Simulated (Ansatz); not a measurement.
ZnSe: a run of Ansatz with trial settings.

```yaml
crystal:
  lattice:
    - [0.0, 2.8324425407, 2.8324425407]
    - [2.8324425407, 0.0, 2.8324425407]
    - [2.8324425407, 2.8324425407, 0.0]
  atoms:
    - { symbol: Zn, position: [0.0, 0.0, 0.0] }
    - { symbol: Se, position: [0.75, 0.75, 0.75] }
basis:
  ecutwfc: 420
kpoints:
  mp_grid: { grid: [4, 4, 4] }
hamiltonian:
  xc: pbe
scf:
  occupations: { method: fixed }
output:
  forces: true
  stress: true
  eigenvalues: true
```

Command:

```bash
ansatz run input.yaml --threads 1 --pin off --max-ram 1331MiB --backend cpu --events-out ev --progress --plain --runs-dir out
```

Output, shortened (HF is the Harris–Foulkes energy, dr2 the density residual in eV):

```text
Pseudopotential: Zn, paw, valence charge 12, recommended cutoff 420 eV (normal)
Pseudopotential: Se, paw, valence charge 16, recommended cutoff 420 eV (normal)
Crystal: 2 atoms, lattice volume = 45.448 Å³
Basis set: ecut = 420 eV, 893 PW (Γ), exchange–correlation on 54×54×54 points (8 copies of the dense FFT grid, shifted against one another)
Bands: 18, of which v1, the nominal top of the filled ones, is band 14 counted from 1 (13 counted from 0)
Symmetry: 24 space group operations
Space group: F-43m (ITA 216), of the structure as read, at distance tolerance 3.6e-5 Å
k-points: 8 of 64 (time reversal used)
Initial density: superposition of atomic densities, corrected by the library's trained network
SCF iter   1: HF=-8789.458587 eV  Δρ=7.17e-4  dr2=2.92e-4
SCF iter   2: HF=-8789.458554 eV  Δρ=3.01e-4  dr2=2.85e-5
SCF iter   3: HF=-8789.458548 eV  Δρ=1.54e-4  dr2=6.70e-6
SCF iter   4: HF=-8789.458558 eV  Δρ=7.41e-5  dr2=1.34e-6
SCF iter   5: HF=-8789.458558 eV  Δρ=1.67e-5  dr2=1.54e-7
SCF iter   6: F=-8789.458558 eV  HF=-8789.458558 eV  Δρ=4.42e-6  dr2=4.59e-9
SCF 1 converged in 6 iterations: F = -8789.458558 eV  dr2 = 4.59e-9
SCF converged after 6 iterations
Free energy (F): -8789.458558 eV
E sigma→0 (E₀):  -8789.458558 eV
Fermi energy:    6.828346 eV
--- Forces (eV/Å), atoms counted from 1 ---
  atom   1  Zn    -0.00000000     0.00000000     0.00000000
  atom   2  Se     0.00000000    -0.00000000    -0.00000000
--- Stress (GPa, compression-positive) ---
        2.536774       0.000000      -0.000000
        0.000000       2.536774       0.000000
        0.000000       0.000000       2.536774
  P = ⅓ Tr σ = 2.5368 GPa (25.368 kbar)
```

The inputs are trials, many of them unsound on purpose. Their numbers show the effect of the settings and aren't properties of the material.